Why does PbTe, with the heaviest anion and the least charge transfer of the three lead salts, have the widest gap in these PBE calculations, while SnTe in the same structure has almost none? Two sizes are worth remembering. Expanding a lead salt by 1 % in volume widens its gap by about 20 to 30 meV. Replacing lead by tin in the telluride at equal volume lowers the gap by about 0.6 eV.

Rocksalt-type tin and lead chalcogenides (space group Fm-3m), each relaxed with its starting symmetry kept, computed with Ansatz 0.2.0 using PBE, plane-wave PAW and a 420 eV cutoff, scalar-relativistic and without spin polarisation. Smearing is Gaussian, band gaps are taken on the listed k mesh, and a positive Bader charge means electrons lost.

| formula | element on site A | Z A | element on site B | Z B | difference of Pauling electronegativities | volume per atom (Å³) | shortest distance (Å) | k mesh | smearing width | band gap on mesh (eV) | Bader charge, site A (e) |
| --- | --- | --- | --- | --- | --- | --- | --- | --- | --- | --- | --- |
| SnSe | Sn | 50 | Se | 34 | 0.59 | 27.84 | 3.031 | 8×8×6 | 0.02 eV | 0.380 | n/a |
| SnTe | Sn | 50 | Te | 52 | 0.14 | 32.97 | 3.207 | 10×10×10 | 0.01 eV | 0.056 | 0.66 |
| PbS | Pb | 82 | S | 16 | 0.25 | 27.12 | 3.005 | 10×10×10 | 0.02 eV | 0.493 | 1.00 |
| PbSe | Pb | 82 | Se | 34 | 0.22 | 30.05 | 3.109 | 10×10×10 | 0.01 eV | 0.433 | 0.89 |
| PbTe | Pb | 82 | Te | 52 | 0.23 | 35.48 | 3.286 | 8×8×8 | 0.02 eV | 0.831 | 0.71 |

The tempting answer is ionicity: the more charge the metal gives away, the wider the gap. From PbS to PbSe this works, since charge and gap both fall. PbTe breaks the rule: its lead atom carries 0.29 e less than in PbS, yet its gap is 0.34 eV wider. Tin and lead then carry nearly the same charge in their tellurides, although the two gaps differ by more than a factor of ten.

The second answer is size. When a single lead salt is compressed or expanded in the calculation, its elements stay the same and only the distances change, and the gap widens at every step of expansion. Theory gives the reason. The top of the valence band, at the point L of the Brillouin zone, consists of anion p states pushed upwards by the filled s shell of the metal. Shorter bonds strengthen this push and broaden the bands, so the valence edge approaches the metal p states at the bottom of the conduction band.

Size alone can be tested with one formula, $E_g = E_0 + a\,\ln(V/V_0)$. Here $E_g$ is the gap, $V$ the volume per atom, and $E_0$ and $V_0$ are the values of PbSe. The slope $a = 2.93$ eV comes from compressing and expanding PbSe, so no other compound helped to set it. For PbTe the formula gives $0.433 + 2.93\,\ln(35.48/30.05) = 0.92$ eV, against 0.83 eV computed. It is about 0.09 eV too high. A constant slope ignores that the gap of PbSe already grows more slowly as its cell expands, and the gap of PbTe responds more weakly still.

The same formula fails elsewhere. It gives PbS a gap of 0.13 eV instead of 0.49 eV, and SnTe 0.705 eV instead of 0.056 eV. Size is therefore a real effect, but the elements must also bring levels of their own. The printed output after this text lists the comparison for each compound.

The third answer combines the two: compare two compounds at the same volume, then let each return to its own. At a common volume PbSe has a gap 0.38 eV below that of PbS. The larger cell of the selenide gives 0.32 eV back, so the table shows a fall of only 0.06 eV. The small step hides two large effects. The split is a convention, however, because at equal volume the larger selenium atom is more tightly squeezed than sulfur.

From PbSe to PbTe the balance is different. Their volume ranges do not quite meet, but extending either curve across the short interval puts the two gaps within about 0.03 eV of each other at equal volume. Nearly the whole rise of 0.40 eV then goes with the larger cell. Theory offers a reason why the change of element costs so little here: tellurium has higher p levels, which raise the valence edge, but also a higher s level, which pushes up the conduction edge. The s level of selenium is expected to lie close to that of sulfur, so the step from PbS to PbSe lacks this compensation. The table does not separate the shifts of the two edges.

For the effect of tin, theory points to the s shell. Relativity lowers the 6s level of lead, whereas the 5s level of tin lies higher, closer to the tellurium p states, and pushes the valence edge up harder. Of the 0.78 eV between PbTe and SnTe, 0.61 eV remains at equal volume, and the smaller cell of SnTe accounts for the rest.

This brings SnTe to the brink of a change in band order. As its cell is compressed, the gap at L shrinks, nearly vanishes and opens again. The smooth course of the curve suggests that the two edges change places about 2 % below the relaxed volume, though the symmetry of the bands was not examined. Spin–orbit coupling is missing from the calculation; it strongly reduces the gaps of lead salts, and is expected to do so most in PbTe, where tellurium adds its own share. In experiment PbS, not PbTe, has the widest gap of the three, and SnTe is inverted at L. The explanation given here is therefore one of the calculated trend, not of the measured order.

SnSe remains open. Its cell is smaller than that of SnTe, yet its listed gap is wider, and its conduction edge lies away from L. Both features would fit a band order that is already exchanged, in which case the mesh may have missed a crossing and the gap without spin–orbit coupling could be zero. A rough estimate points the same way: size alone gives SnSe a gap of only 0.21 eV, and replacing lead by tin cost the telluride 0.61 eV. None of the runs itself reports a missed crossing. The caution comes from the data makers' tests on other systems, and they extend it to SnTe, PbS and PbSe as well. In those three, however, the gap widens when the relaxed cell is expanded, as expected for the normal order, so a missed crossing is less likely. Compressing SnSe in the calculation would be a telling test: in the normal order the separation at L should shrink, in the exchanged order it should grow.

Printed output of the fit:

```
Charge of Pb, PbTe less PbS (e): -0.29
Gap, PbTe less PbS (eV): 0.338
Charge of site A, SnTe less PbTe (e): -0.05
PbS, gap gained per 1 % of volume (meV): 33
PbSe, gap gained per 1 % of volume (meV): 29.33
PbTe, gap gained per 1 % of volume (meV): 18.13
SnTe, signed gap gained per 1 % of volume (meV): 27.55
SnTe, volume where the levels at L cross (A^3 per atom): 32.32
Size alone, from PbSe and its scan (eV):
   row  computed  predicted     miss
  SnSe      0.38      0.209   -0.171
  SnTe     0.056      0.705    0.649
   PbS     0.493     0.1321  -0.3609
  PbSe     0.433      0.433        0
  PbTe     0.831     0.9201  0.08913
Common volume of PbS and PbSe (A^3 per atom): 28.5
PbS to PbSe, whole change of gap (eV): -0.06
PbS to PbSe, change at the common volume (eV): -0.3762
PbS to PbSe, rest from expansion (eV): 0.3162
PbSe to PbTe, whole change of gap (eV): 0.398
PbSe to PbTe at equal volume, PbSe scan extended (eV): -0.001166
PbSe to PbTe at equal volume, PbTe scan extended (eV): 0.02519
Common volume of PbTe and SnTe (A^3 per atom): 34.15
PbTe to SnTe, whole change of gap (eV): -0.775
PbTe to SnTe, change at the common volume (eV): -0.6065
PbTe to SnTe, rest from contraction (eV): -0.1685
```
